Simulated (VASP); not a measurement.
TaN:

```
Ta N
1.0
     2.92177    0.00000    0.00000
    -1.46088    2.53033    0.00000
     0.00000    0.00000    5.91652
Ta N
2 2
Direct
  0.00000 0.00000 0.50000
  0.00000 0.00000 0.00000
  0.33333 0.66667 0.25000
  0.66667 0.33333 0.75000
```

The cell comes from a database or a generator and needn't be the stable form of this composition.

| Property | Result |
| --- | --- |
| Program | VASP 6.6.1 |
| Task | relaxation of cell and atoms |
| Functional | PBEsol |
| Dispersion | rVV10 |
| Potentials or basis | VASP PAW PBE potentials, release 64 (Ta_pv, N) |
| Cutoff | 600 eV |
| k mesh | 10 × 10 × 5 |
| Occupations | fermi-dirac, width 0.05 eV |
| Spin | no spin polarisation |

At the start: pressure -10.4 GPa; volume 10.94 Å³/atom.

Question: Where does the relaxation end?

Answer: Over 9 steps the energy falls by 11.3 meV/atom and the volume is 10.60 Å³/atom (-3.1 %); space group P6_3/mmc (No. 194, to 0.05 Å).

Step by step:
```tsv
step	energy change (eV)	largest force (eV/Å)	pressure (GPa)	volume (Å³)
1	0.0000	0.0000	-10.44	43.74
2	0.2309	0.0000	31.15	39.38
3	-0.0449	0.0000	-0.32	42.44
4	-0.0449	0.0000	-0.07	42.41
5	-0.0449	0.0000	0.16	42.38
6	-0.0450	0.0000	0.22	42.36
7	-0.0451	0.0000	0.20	42.37
8	-0.0451	0.0000	-0.30	42.43
9	-0.0451	0.0000	-0.01	42.39
```

Final structure:
```
CELL_PARAMETERS angstrom
2.89039 0.00000 0.00000
-1.44519 2.50315 0.00000
0.00000 0.00000 5.85904
ATOMIC_POSITIONS crystal
Ta 0.00000 0.00000 0.50000
Ta 0.00000 0.00000 0.00000
N 0.33333 0.66667 0.25000
N 0.66667 0.33333 0.75000
```

Caveat: the PAW data sets were made with another functional, which shifts forces and pressure a little.
